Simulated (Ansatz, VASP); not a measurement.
**Rh in VASP and in Ansatz**

```
CELL_PARAMETERS angstrom
0.00000 1.92448 1.92448
1.92448 0.00000 1.92448
1.92448 1.92448 0.00000
ATOMIC_POSITIONS crystal
Rh 0.00000 0.00000 0.00000
```

Alike in both runs: task single point; functional BLYP; k mesh 23 × 23 × 23; occupations fermi-dirac, width 0.1 eV; no spin polarisation.

|  | VASP | Ansatz |
| --- | --- | --- |
| version | VASP 6.6.1 | Ansatz 0.2.0 |
| potentials or method | VASP PAW PBE potentials, release 64 (Rh_pv) | plane waves (420 eV) with PAW, scalar-relativistic |
| plane-wave cutoff (eV) | 520 | 420 |
| valence electrons in the cell | 15 | 17 |

```csv
,VASP,Ansatz,Ansatz less VASP
pressure (GPa),10.2,9.6,-0.61
```

The two sets of potentials don't hold the same shells in valence.

Caveats: the PAW data sets were made with another functional, which shifts forces and pressure a little (VASP).
